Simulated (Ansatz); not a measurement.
Run this with the Python package of Ansatz (0.2.0) and show what comes out.

`gasb.py`
```python
# -*- coding: utf-8 -*-
"""D3 and D4 corrections for GaSb against volume."""

import ansatz as az
import numpy as np

VECTORS = np.array([
    [-1.555901, 2.675003, 2.893313],
    [1.555901, -2.675003, 2.893313],
    [1.555901, 2.675003, -2.893313],
])
SITES = [
    ("Ga", (0.0, 0.0, 0.0)),
    ("Sb", (0.5, 0.5, 0.0)),
]


def on_lattice(cell):
    crystal = az.Crystal(lattice=az.Lattice.of(cell))
    for symbol, position in SITES:
        crystal = crystal.atom(symbol, position)
    return crystal

atoms = [(site[0], site[1]) for site in SITES]
print("dispersion energy and pressure at linear scale factors", (0.97, 1.0, 1.03, 1.06))
for functional in (az.Functional.PBESOL, az.Functional.PBE0):
    for method in ("d3bj", "d4"):
        damping = az.dispersion_damping(method=method, xc=functional)
        line = []
        for scale in (0.97, 1.0, 1.03, 1.06):
            term = az.pairwise_dispersion(vectors=(VECTORS * scale).tolist(), atoms=atoms, damping=damping, periodic=(True, True, True))
            line.append(f"{term.energy_ev / len(atoms):.4f} eV/atom, {np.trace(term.stress_gpa) / 3:.2f} GPa")
        print(functional.value, method, "|", " | ".join(line))
print("charges of the D4 model in the last cell:", np.round(term.partial_charges_e, 3))
```

```console
$ python gasb.py
dispersion energy and pressure at linear scale factors (0.97, 1.0, 1.03, 1.06)
pbesol d3bj | -0.4192 eV/atom, -3.17 GPa | -0.3813 eV/atom, -2.63 GPa | -0.3478 eV/atom, -2.19 GPa | -0.3184 eV/atom, -1.78 GPa
pbesol d4 | -0.3126 eV/atom, -2.19 GPa | -0.2862 eV/atom, -1.84 GPa | -0.2628 eV/atom, -1.54 GPa | -0.2418 eV/atom, -1.30 GPa
pbe0 d3bj | -0.4806 eV/atom, -3.53 GPa | -0.4384 eV/atom, -2.93 GPa | -0.4011 eV/atom, -2.45 GPa | -0.3680 eV/atom, -2.02 GPa
pbe0 d4 | -0.5172 eV/atom, -3.49 GPa | -0.4752 eV/atom, -2.93 GPa | -0.4376 eV/atom, -2.49 GPa | -0.4036 eV/atom, -2.13 GPa
charges of the D4 model in the last cell: [ 0.043 -0.043]
```

The structure comes from a database and needn't be a stable phase.
